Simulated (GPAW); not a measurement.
# Work function of B/Ir(100) at several levels

How far do functional and basis move the work function of B/Ir(100)?

Main program and level: GPAW 26.7.0; GPAW, PAW setups; slab in vacuum, relaxation, in the first sound run; inputs show where later runs differ.

### 1. The starting structure

The cell holds 5 atoms: 4 Ir and 1 B. Its edges and angles: a = 2.715 Å, b = 2.715 Å, c = 20.933 Å, α = 90.0°, β = 90.0°, γ = 90.0°. Vacuum lies along c.

### 2. Relaxation

Forces are removed first; all later runs use this geometry. The lowest 2 atoms are held at bulk positions and keep their forces.

Contents of run.py:

```python
import json
import numpy as np
from ase import Atoms
from ase.constraints import FixAtoms
from ase.optimize import BFGS
from gpaw import GPAW, PW

slab = Atoms(
    ['Ir', 'Ir', 'Ir', 'Ir', 'B'],
    positions=[
        [1.35765, 1.35765, 7.00000],
        [0.00000, 0.00000, 8.92000],
        [1.35765, 1.35765, 10.84000],
        [0.00000, 0.00000, 12.76000],
        [1.35765, 1.35765, 13.93307]],
    cell=[[2.71529, 0.0, 0.0], [0.0, 2.71529, 0.0], [0.0, 0.0, 20.93307]],
    pbc=[True, True, False])

slab.calc = GPAW(mode=PW(500), xc='PBE', kpts={'size': (12, 12, 1), 'gamma': True},
                 occupations={'name': 'fermi-dirac', 'width': 0.1}, nbands='200%',
                 convergence={'density': 1e-05}, maxiter=200,
                 poissonsolver={'dipolelayer': 'xy'},
                 symmetry={'tolerance': 1e-3, 'extra_ids': [1, 1, 0, 0, 0]}, txt='slab.txt')
result = {}
slab.set_constraint(FixAtoms([0, 1]))
path = []
opt = BFGS(slab, maxstep=0.2)
opt.attach(lambda: path.append((slab.get_potential_energy(), slab.positions.tolist(), slab.get_forces().tolist())))
result['relaxed'] = bool(opt.run(fmax=0.03, steps=40))
result['path'] = path
energy = slab.get_potential_energy()
fermi = slab.calc.get_fermi_level()
v = slab.calc.get_electrostatic_potential().mean((0, 1)) - fermi
n = slab.calc.get_pseudo_density().mean((0, 1))
L = slab.cell[2, 2]
z = np.arange(len(v)) * L / len(v)
low, high = slab.positions[:, 2].min(), slab.positions[:, 2].max()
below, above = np.interp([low - 4.8, high + 4.8], z, v)
slopes = [np.interp(x, z, np.gradient(v, z)) for x in (low - 4.8, high + 4.8)]
eps = np.array([[slab.calc.get_eigenvalues(k, s) for k in range(len(slab.calc.get_ibz_k_points()))]
                for s in range(slab.calc.get_number_of_spins())]) - fermi
top, bottom = eps[eps < 0].max(), eps[eps > 0].min()
dipole = slab.get_dipole_moment()[2]
print(f'energy {energy:.4f} eV, Fermi level {fermi:.4f} eV, dipole {dipole:.5f} e A')
print(f'potential 4.8 A off the faces, from the Fermi level: lower {below:.4f} eV, upper {above:.4f} eV')
print(f'slope of the potential there: lower {slopes[0]:.5f}, upper {slopes[1]:.5f} eV/A')
print(f'nearest levels on the mesh: {top:.4f} and {bottom:.4f} eV')
print('magnetic moment', round(slab.get_magnetic_moment(), 3))
result.update(energy=energy, fermi=fermi, dipole=dipole, below=below, above=above, slopes=slopes, edges=[top, bottom],
              z=z.tolist(), v=v.tolist(), n=n.tolist(), positions=slab.positions.tolist(),
              forces=slab.get_forces(apply_constraint=False).tolist(), moments=slab.get_magnetic_moments().tolist())
json.dump(result, open('result.json', 'w'))
```

Run with:

```sh
> OMP_NUM_THREADS=1 OPENBLAS_NUM_THREADS=1 python run.py
```

Output:

```text
Step          Energy          fmax
BFGS:    0      -41.129605        4.070016
BFGS:    1      -41.443913        3.195526
BFGS:    2      -41.906986        0.685694
BFGS:    3      -41.920749        0.410397
BFGS:    4      -41.923907        0.333410
BFGS:    5      -41.928001        0.046137
BFGS:    6      -41.928091        0.034768
BFGS:    7      -41.928120        0.028454
energy -41.8488 eV, Fermi level 3.1816 eV, dipole 0.06052 e A
potential 4.8 A off the faces, from the Fermi level: lower 5.4427 eV, upper 3.9611 eV
slope of the potential there: lower -0.00049, upper 0.00015 eV/A
nearest levels on the mesh: -0.0188 and 0.0086 eV
magnetic moment 0.0
```

Run time: 26 min. Hardware: 1 thread of Arm Neoverse V1, shared host; peak memory 0.31 GiB.

Step by step:

| step | energy less that of the first step (eV) | largest force (eV/Å) |
| --- | --- | --- |
| 1 | 0.0000 | 4.0700 |
| 2 | -0.3166 | 3.1955 |
| 3 | -0.7968 | 0.6857 |
| 4 | -0.8095 | 0.4104 |
| 5 | -0.8126 | 0.3334 |
| 6 | -0.8163 | 0.0461 |
| 7 | -0.8163 | 0.0348 |
| 8 | -0.8163 | 0.0285 |

The atoms that moved most (Å):

| atom | dx | dy | dz | length |
| --- | --- | --- | --- | --- |
| Ir4 | 0.000 | 0.000 | 0.238 | 0.238 |
| B5 | 0.000 | 0.000 | -0.153 | 0.153 |
| Ir3 | 0.000 | 0.000 | -0.038 | 0.038 |

Final coordinates:

```xyz
5
Lattice="2.7153 0.0000 0.0000 0.0000 2.7153 0.0000 0.0000 0.0000 20.9331" Properties=species:S:1:pos:R:3
Ir    1.3576    1.3576    7.0000
Ir    0.0000    0.0000    8.9200
Ir    1.3576    1.3576   10.8016
Ir    0.0000    0.0000   12.9977
B     1.3576    1.3576   13.7798
```

Numbers from this step:

* dipole along the normal: 0.06052 e·Å
* levels nearest the Fermi level on the mesh: -0.01878, 0.008629 eV from the Fermi level
* upper work function: 3.961 eV
* lower work function: 5.443 eV

Table of electrostatic potential energy of an electron (without an applied field's), less the Fermi level, planar mean by z:

| z (Å) | electrostatic potential energy of an electron (without an applied field's), less the Fermi level, planar mean (eV) |
| --- | --- |
| 0.0 | 4.70 |
| 0.5 | 5.44 |
| 1.0 | 5.44 |
| 1.5 | 5.44 |
| 2.0 | 5.44 |
| 2.5 | 5.44 |
| 3.0 | 5.44 |
| 3.5 | 5.44 |
| 4.0 | 5.42 |
| 4.5 | 5.36 |
| 5.0 | 5.13 |
| 5.5 | 4.23 |
| 6.0 | 0.690 |
| 6.5 | -11.9 |
| 7.0 | -25.8 |
| 7.5 | -12.8 |
| 8.0 | -4.52 |
| 8.5 | -16.2 |
| 9.0 | -26.2 |
| 9.5 | -10.9 |
| 10.0 | -6.02 |
| 10.5 | -20.3 |
| 11.0 | -23.4 |
| 11.5 | -6.67 |
| 12.0 | -2.20 |
| 12.5 | -13.8 |
| 13.0 | -29.2 |
| 13.5 | -21.7 |
| 14.0 | -10.8 |
| 14.5 | 0.0274 |
| 15.0 | 3.03 |
| 15.5 | 3.74 |
| 16.0 | 3.91 |
| 16.5 | 3.95 |
| 17.0 | 3.96 |
| 17.5 | 3.96 |
| 18.0 | 3.96 |
| 18.5 | 3.96 |
| 19.0 | 3.96 |
| 19.5 | 3.96 |
| 20.0 | 3.96 |
| 20.5 | 3.99 |

The pseudo valence density, planar mean by z:

z (Å), pseudo valence density, planar mean (e/Å³) and a bar:
```
      3.0       0.00 
      3.5       0.00 
      4.0       0.00 
      4.5       0.00 
      5.0       0.01 
      5.5       0.05 #
      6.0       0.21 ###
      6.5       0.81 ############
      7.0       1.96 #############################
      7.5       0.87 #############
      8.0       0.50 #######
      8.5       1.03 ###############
      9.0       1.88 ###########################
      9.5       0.71 ##########
     10.0       0.55 ########
     10.5       1.36 ####################
     11.0       1.64 ########################
     11.5       0.52 ########
     12.0       0.35 #####
     12.5       0.86 #############
     13.0       2.05 ##############################
     13.5       1.07 ################
     14.0       0.47 #######
     14.5       0.17 ##
     15.0       0.04 #
     15.5       0.01 
     16.0       0.00 
     16.5       0.00 
     17.0       0.00
```

The relaxation lowered the energy of the cell by 0.816 eV (energies extrapolated to zero smearing; the optimiser's log prints free energies). The largest force left on a free atom is 0.028 eV/Å.

### 3. Plane waves, PBE

The work function is the vacuum plateau of the electrostatic potential less the Fermi level; a dipole layer lets the two faces have plateaus of their own.

This step: GPAW, PAW setups; slab in vacuum (GPAW 26.7.0).

run.py: that of step 2 with these lines changed.

```diff
@@ -3,4 +3,2 @@
 from ase import Atoms
-from ase.constraints import FixAtoms
-from ase.optimize import BFGS
 from gpaw import GPAW, PW
@@ -12,5 +10,5 @@
         [0.00000, 0.00000, 8.92000],
-        [1.35765, 1.35765, 10.84000],
-        [0.00000, 0.00000, 12.76000],
-        [1.35765, 1.35765, 13.93307]],
+        [1.35765, 1.35765, 10.80162],
+        [-0.00000, 0.00000, 12.99774],
+        [1.35765, 1.35765, 13.77980]],
     cell=[[2.71529, 0.0, 0.0], [0.0, 2.71529, 0.0], [0.0, 0.0, 20.93307]],
@@ -22,10 +20,4 @@
                  poissonsolver={'dipolelayer': 'xy'},
-                 symmetry={'tolerance': 1e-3, 'extra_ids': [1, 1, 0, 0, 0]}, txt='slab.txt')
+                 symmetry={'tolerance': 1e-3}, txt='slab.txt')
 result = {}
-slab.set_constraint(FixAtoms([0, 1]))
-path = []
-opt = BFGS(slab, maxstep=0.2)
-opt.attach(lambda: path.append((slab.get_potential_energy(), slab.positions.tolist(), slab.get_forces().tolist())))
-result['relaxed'] = bool(opt.run(fmax=0.03, steps=40))
-result['path'] = path
 energy = slab.get_potential_energy()
```

Output:

```text
energy -41.8488 eV, Fermi level 3.1815 eV, dipole 0.06041 e A
potential 4.8 A off the faces, from the Fermi level: lower 5.4426 eV, upper 3.9614 eV
slope of the potential there: lower -0.00047, upper 0.00013 eV/A
nearest levels on the mesh: -0.0188 and 0.0087 eV
magnetic moment 0.0
```

It took 3.4 min on 1 thread; peak memory 0.3 GiB.

This step gave:

- dipole along the normal: 0.06041 e·Å
- levels nearest the Fermi level on the mesh: -0.01875, 0.008653 eV from the Fermi level

Table of electrostatic potential energy of an electron (without an applied field's), less the Fermi level, planar mean by z:

| z (Å) | electrostatic potential energy of an electron (without an applied field's), less the Fermi level, planar mean (eV) |
| --- | --- |
| 0.0 | 4.70 |
| 0.5 | 5.44 |
| 1.0 | 5.44 |
| 1.5 | 5.44 |
| 2.0 | 5.44 |
| 2.5 | 5.44 |
| 3.0 | 5.44 |
| 3.5 | 5.44 |
| 4.0 | 5.42 |
| 4.5 | 5.36 |
| 5.0 | 5.13 |
| 5.5 | 4.23 |
| 6.0 | 0.690 |
| 6.5 | -11.9 |
| 7.0 | -25.8 |
| 7.5 | -12.8 |
| 8.0 | -4.52 |
| 8.5 | -16.2 |
| 9.0 | -26.2 |
| 9.5 | -10.9 |
| 10.0 | -6.02 |
| 10.5 | -20.3 |
| 11.0 | -23.4 |
| 11.5 | -6.67 |
| 12.0 | -2.20 |
| 12.5 | -13.8 |
| 13.0 | -29.2 |
| 13.5 | -21.7 |
| 14.0 | -10.8 |
| 14.5 | 0.0276 |
| 15.0 | 3.03 |
| 15.5 | 3.74 |
| 16.0 | 3.91 |
| 16.5 | 3.95 |
| 17.0 | 3.96 |
| 17.5 | 3.96 |
| 18.0 | 3.96 |
| 18.5 | 3.96 |
| 19.0 | 3.96 |
| 19.5 | 3.96 |
| 20.0 | 3.96 |
| 20.5 | 3.99 |

The pseudo valence density, planar mean by z:

| z (Å) | pseudo valence density, planar mean (e/Å³) |
| --- | --- |
| 0.00 | 0 |
| 0.58 | 0 |
| 1.16 | 0 |
| 1.74 | 3.1e-6 |
| 2.33 | 7.7e-6 |
| 2.71 | 2.4e-5 |
| 3.30 | 1.2e-4 |
| 3.88 | 5.9e-4 |
| 4.46 | 0.00286 |
| 5.04 | 0.0140 |
| 5.62 | 0.0696 |
| 6.20 | 0.351 |
| 6.78 | 1.62 |
| 7.37 | 1.17 |
| 7.75 | 0.548 |
| 8.33 | 0.684 |
| 8.92 | 2.00 |
| 9.50 | 0.709 |
| 10.08 | 0.577 |
| 10.66 | 1.83 |
| 11.24 | 0.938 |
| 11.82 | 0.342 |
| 12.40 | 0.651 |
| 12.99 | 2.07 |
| 13.37 | 1.34 |
| 13.96 | 0.503 |
| 14.54 | 0.149 |
| 15.12 | 0.0307 |
| 15.70 | 0.00565 |
| 16.28 | 0.00104 |
| 16.86 | 2.0e-4 |
| 17.44 | 3.4e-5 |
| 18.03 | 9.0e-6 |
| 18.41 | 4.3e-6 |
| 18.99 | 0 |
| 19.58 | 0 |
| 20.16 | 0 |
| 20.74 | 0 |

Force by atom:

| atom | x (eV/Å) | y (eV/Å) | z (eV/Å) | size |
| --- | --- | --- | --- | --- |
| Ir1 | 0.000 | 0.000 | 0.625 | 0.625 |
| Ir2 | 0.000 | 0.000 | -0.674 | 0.674 |
| Ir3 | 0.000 | 0.000 | -0.003 | 0.003 |
| Ir4 | 0.000 | 0.000 | 0.025 | 0.025 |
| B5 | 0.000 | 0.000 | 0.029 | 0.029 |

The potential is flat to 4.7e-4 eV/Å where it is read, so the vacuum is wide enough.

### 4. Self-consistent run: xc = "vdW-DF2"

The same geometry under vdW-DF2, to see how far the functional moves the levels against the vacuum (the van der Waals functionals take revPBE setups).

run.py: that of step 3 with these lines changed.

```diff
@@ -16,3 +16,3 @@
 
-slab.calc = GPAW(mode=PW(500), xc='PBE', kpts={'size': (12, 12, 1), 'gamma': True},
+slab.calc = GPAW(mode=PW(500), xc='vdW-DF2', kpts={'size': (12, 12, 1), 'gamma': True},
                  occupations={'name': 'fermi-dirac', 'width': 0.1}, nbands='200%',
```

Output:

```text
energy -667.3413 eV, Fermi level 3.1418 eV, dipole 0.06210 e A
potential 4.8 A off the faces, from the Fermi level: lower 5.7214 eV, upper 4.1987 eV
slope of the potential there: lower -0.00121, upper 0.00072 eV/A
nearest levels on the mesh: -0.0015 and 0.0104 eV
magnetic moment 0.0
```

Elapsed: 4.1 min, on 1 thread; peak memory 0.43 GiB.

This step gave:

| Quantity | Value |
| --- | --- |
| dipole along the normal | 0.06210 e·Å |
| levels nearest the Fermi level on the mesh | -0.001469, 0.01036 eV from the Fermi level |
| upper work function | 4.199 eV |
| lower work function | 5.721 eV |

The electrostatic potential energy of an electron (without an applied field's), less the Fermi level, planar mean oscillates, so the rows of the table below give means over windows of 1 Å about each position, cut where the curve ends. Its maxima inside the range that stand out by 2 % of the span (Å: eV): 0.5: 5.72, 7.9: -4.69, 9.9: -5.52, 11.9: -2.25. Its minima: 7.0: -26.1, 8.9: -27.0, 10.8: -26.5, 13.1: -29.3.

Table of electrostatic potential energy of an electron (without an applied field's), less the Fermi level, planar mean by z; means over each step:

z (Å), electrostatic potential energy of an electron (without an applied field's), less the Fermi level, planar mean (eV) and a bar from the least value:
```
        0        5.4 ##############################
        1        5.7 ##############################
        2        5.7 ##############################
        3        5.7 ##############################
        4        5.7 ##############################
        5        5.2 #############################
        6       -0.9 #######################
        7      -20.8 ####
        8       -8.4 ################
        9      -21.6 ###
       10       -9.8 ###############
       11      -19.9 #####
       12       -5.3 ###################
       13      -24.7 
       14      -10.8 ##############
       15        2.7 ###########################
       16        4.1 ############################
       17        4.2 ############################
       18        4.2 ############################
       19        4.2 ############################
       20        4.2 #############################
```

The pseudo valence density, planar mean by z:

| z (Å) | pseudo valence density, planar mean (e/Å³) |
| --- | --- |
| 0.00 | 0 |
| 0.58 | 0 |
| 1.16 | 0 |
| 1.74 | 6.1e-6 |
| 2.33 | 1.5e-5 |
| 2.71 | 4.0e-5 |
| 3.30 | 1.8e-4 |
| 3.88 | 8.2e-4 |
| 4.46 | 0.00355 |
| 5.04 | 0.0155 |
| 5.62 | 0.0703 |
| 6.20 | 0.348 |
| 6.78 | 1.62 |
| 7.37 | 1.17 |
| 7.75 | 0.545 |
| 8.33 | 0.682 |
| 8.92 | 2.01 |
| 9.50 | 0.706 |
| 10.08 | 0.574 |
| 10.66 | 1.84 |
| 11.24 | 0.939 |
| 11.82 | 0.337 |
| 12.40 | 0.648 |
| 12.99 | 2.07 |
| 13.37 | 1.34 |
| 13.96 | 0.504 |
| 14.54 | 0.146 |
| 15.12 | 0.0317 |
| 15.70 | 0.00662 |
| 16.28 | 0.00139 |
| 16.86 | 2.9e-4 |
| 17.44 | 6.0e-5 |
| 18.03 | 1.8e-5 |
| 18.41 | 9.6e-6 |
| 18.99 | 0 |
| 19.58 | 2.9e-6 |
| 20.16 | 0 |
| 20.74 | 0 |

Force by atom:

| atom | x (eV/Å) | y (eV/Å) | z (eV/Å) | size |
| --- | --- | --- | --- | --- |
| Ir1 | 0.000 | 0.000 | -0.916 | 0.916 |
| Ir2 | 0.000 | 0.000 | -0.715 | 0.715 |
| Ir3 | 0.000 | 0.000 | 0.366 | 0.366 |
| Ir4 | 0.000 | 0.000 | 0.763 | 0.763 |
| B5 | 0.000 | 0.000 | 0.502 | 0.502 |

The upper face's work function is 4.199 eV, against 3.961 eV in the first plane-wave PBE run at this geometry.

### 5. Self-consistent run: xc = "RPBE"

The same geometry under RPBE, to see how far the functional moves the levels against the vacuum.

run.py: that of step 4 with these lines changed.

```diff
@@ -16,3 +16,3 @@
 
-slab.calc = GPAW(mode=PW(500), xc='vdW-DF2', kpts={'size': (12, 12, 1), 'gamma': True},
+slab.calc = GPAW(mode=PW(500), xc='RPBE', kpts={'size': (12, 12, 1), 'gamma': True},
                  occupations={'name': 'fermi-dirac', 'width': 0.1}, nbands='200%',
```

Output:

```text
energy -39.0959 eV, Fermi level 3.2909 eV, dipole 0.05883 e A
potential 4.8 A off the faces, from the Fermi level: lower 5.2875 eV, upper 3.8450 eV
slope of the potential there: lower -0.00053, upper 0.00014 eV/A
nearest levels on the mesh: -0.0210 and 0.0059 eV
magnetic moment 0.0
```

Elapsed: 3.7 min, on 1 thread; peak memory 0.3 GiB.

This step gave:

```
dipole along the normal                    : 0.05883 e·Å
levels nearest the Fermi level on the mesh : -0.02101, 0.005904 eV from the Fermi level
upper work function                        : 3.845 eV
lower work function                        : 5.288 eV
```

The upper face's work function is 3.845 eV, against 3.961 eV in the first plane-wave PBE run at this geometry.

### 6. Self-consistent run: xc = "revPBE"

The same geometry under revPBE, to see how far the functional moves the levels against the vacuum.

run.py: that of step 5 with these lines changed.

```diff
@@ -16,3 +16,3 @@
 
-slab.calc = GPAW(mode=PW(500), xc='RPBE', kpts={'size': (12, 12, 1), 'gamma': True},
+slab.calc = GPAW(mode=PW(500), xc='revPBE', kpts={'size': (12, 12, 1), 'gamma': True},
                  occupations={'name': 'fermi-dirac', 'width': 0.1}, nbands='200%',
```

Output:

```text
energy -39.6001 eV, Fermi level 3.2736 eV, dipole 0.05932 e A
potential 4.8 A off the faces, from the Fermi level: lower 5.3067 eV, upper 3.8523 eV
slope of the potential there: lower -0.00051, upper 0.00014 eV/A
nearest levels on the mesh: -0.0210 and 0.0070 eV
magnetic moment 0.0
```

The job ended after 3.7 min (1 thread; peak memory 0.3 GiB).

This step gave:

```yaml
dipole_along_the_normal: 0.05932 e·Å
levels_nearest_the_fermi_level_on_the_mesh: -0.02099, 0.006963 eV from the Fermi level
upper_work_function: 3.852 eV
lower_work_function: 5.307 eV
```

The upper face's work function is 3.852 eV, against 3.961 eV in the first plane-wave PBE run at this geometry.

### 7. Self-consistent run: xc = "LDA"

The same geometry under LDA, to see how far the functional moves the levels against the vacuum.

run.py: that of step 6 with these lines changed.

```diff
@@ -16,3 +16,3 @@
 
-slab.calc = GPAW(mode=PW(500), xc='revPBE', kpts={'size': (12, 12, 1), 'gamma': True},
+slab.calc = GPAW(mode=PW(500), xc='LDA', kpts={'size': (12, 12, 1), 'gamma': True},
                  occupations={'name': 'fermi-dirac', 'width': 0.1}, nbands='200%',
```

Output:

```text
energy -48.1423 eV, Fermi level 2.8665 eV, dipole 0.06385 e A
potential 4.8 A off the faces, from the Fermi level: lower 5.7943 eV, upper 4.2287 eV
slope of the potential there: lower -0.00039, upper 0.00012 eV/A
nearest levels on the mesh: -0.0030 and 0.0081 eV
magnetic moment 0.0
```

Elapsed: 3.3 min, on 1 thread; peak memory 0.31 GiB.

Numbers from this step:

```yaml
dipole_along_the_normal: 0.06385 e·Å
levels_nearest_the_fermi_level_on_the_mesh: -0.002967, 0.008147 eV from the Fermi level
upper_work_function: 4.229 eV
lower_work_function: 5.794 eV
```

The electrostatic potential energy of an electron (without an applied field's), less the Fermi level, planar mean by z:

| z (Å) | electrostatic potential energy of an electron (without an applied field's), less the Fermi level, planar mean (eV) |
| --- | --- |
| 0.0 | 5.01 |
| 0.5 | 5.79 |
| 1.0 | 5.79 |
| 1.5 | 5.79 |
| 2.0 | 5.79 |
| 2.5 | 5.79 |
| 3.0 | 5.79 |
| 3.5 | 5.79 |
| 4.0 | 5.78 |
| 4.5 | 5.72 |
| 5.0 | 5.49 |
| 5.5 | 4.58 |
| 6.0 | 1.02 |
| 6.5 | -11.5 |
| 7.0 | -25.5 |
| 7.5 | -12.4 |
| 8.0 | -4.15 |
| 8.5 | -15.9 |
| 9.0 | -25.9 |
| 9.5 | -10.6 |
| 10.0 | -5.64 |
| 10.5 | -20.0 |
| 11.0 | -23.0 |
| 11.5 | -6.31 |
| 12.0 | -1.85 |
| 12.5 | -13.4 |
| 13.0 | -28.8 |
| 13.5 | -21.4 |
| 14.0 | -10.5 |
| 14.5 | 0.241 |
| 15.0 | 3.27 |
| 15.5 | 4.01 |
| 16.0 | 4.18 |
| 16.5 | 4.22 |
| 17.0 | 4.23 |
| 17.5 | 4.23 |
| 18.0 | 4.23 |
| 18.5 | 4.23 |
| 19.0 | 4.23 |
| 19.5 | 4.23 |
| 20.0 | 4.23 |
| 20.5 | 4.26 |

The upper face's work function is 4.229 eV, against 3.961 eV in the first plane-wave PBE run at this geometry.

### 8. OptPBE vdW: xc = "optPBE-vdW"

The same geometry under optPBE-vdW, to see how far the functional moves the levels against the vacuum (the van der Waals functionals take revPBE setups).

run.py: that of step 7 with these lines changed.

```diff
@@ -16,3 +16,3 @@
 
-slab.calc = GPAW(mode=PW(500), xc='LDA', kpts={'size': (12, 12, 1), 'gamma': True},
+slab.calc = GPAW(mode=PW(500), xc='optPBE-vdW', kpts={'size': (12, 12, 1), 'gamma': True},
                  occupations={'name': 'fermi-dirac', 'width': 0.1}, nbands='200%',
```

Output:

```text
energy -108.2590 eV, Fermi level 3.0744 eV, dipole 0.05991 e A
potential 4.8 A off the faces, from the Fermi level: lower 5.6031 eV, upper 4.1343 eV
slope of the potential there: lower -0.00071, upper 0.00019 eV/A
nearest levels on the mesh: -0.0180 and 0.0052 eV
magnetic moment 0.0
```

The job ended after 4.1 min (1 thread; peak memory 0.43 GiB).

This step gave:

- dipole along the normal: 0.05991 e·Å
- levels nearest the Fermi level on the mesh: -0.01795, 0.005156 eV from the Fermi level
- upper work function: 4.134 eV
- lower work function: 5.603 eV

The upper face's work function is 4.134 eV, against 3.961 eV in the first plane-wave PBE run at this geometry.

(Part 1 of 2 ends here.)

[Logs are printed without paths, hosts, clocks, repeated set-up lines and the standing remarks that a program may print on its own settings, such as how far it seeks lower states.]

[Hosts, paths, dates, database ids (printed as entryN), source tags and the programs' standing remarks are cut or masked in the printed files.]
